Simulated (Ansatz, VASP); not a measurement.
# One calculation of SiO2, two programs

```
Si O
1.0
    -2.54610    2.54610    3.70301
     2.54610   -2.54610    3.70301
     2.54610    2.54610   -3.70301
Si O
2 4
Direct
  0.00000 0.00000 0.00000
  0.75000 0.25000 0.50000
  0.95515 0.62500 0.83015
  0.37500 0.20515 0.33015
  0.79485 0.12500 0.16985
  0.87500 0.04485 0.66985
```

Alike in both runs: functional PBE; k mesh 6 × 6 × 6; occupations gaussian, width 0.02 eV; no spin polarisation.

Ansatz relaxed the structure, and its values are those at the end. VASP's run is a single point on that final structure, the one shown.

|  | VASP | Ansatz |
| --- | --- | --- |
| version | VASP 6.6.1 | Ansatz 0.2.0 |
| potentials or method | VASP PAW PBE potentials, release 64 (Si, O) | scalar-relativistic, plane waves, PAW |
| plane-wave cutoff (eV) | 520 | 420 |
| valence electrons in the cell | 32 | 32 |

Ansatz gave:

| Quantity | Value |
| --- | --- |
| gap on the k mesh at the Fermi level (eV) | 5.63 |
| least direct gap on the mesh (eV) | 5.63 |
| pressure (GPa) | -0.7 |

Task: Estimate VASP's values.

Result: gap on the k mesh at the Fermi level (eV): 5.63; least direct gap on the mesh (eV): 5.63; pressure (GPa): -0.6.

The functional is the same, so the differences come from potentials, cutoffs and numerics.

A k mesh can miss the band edges. Expect the measured gap to be larger: semilocal functionals such as PBE lack the derivative discontinuity.
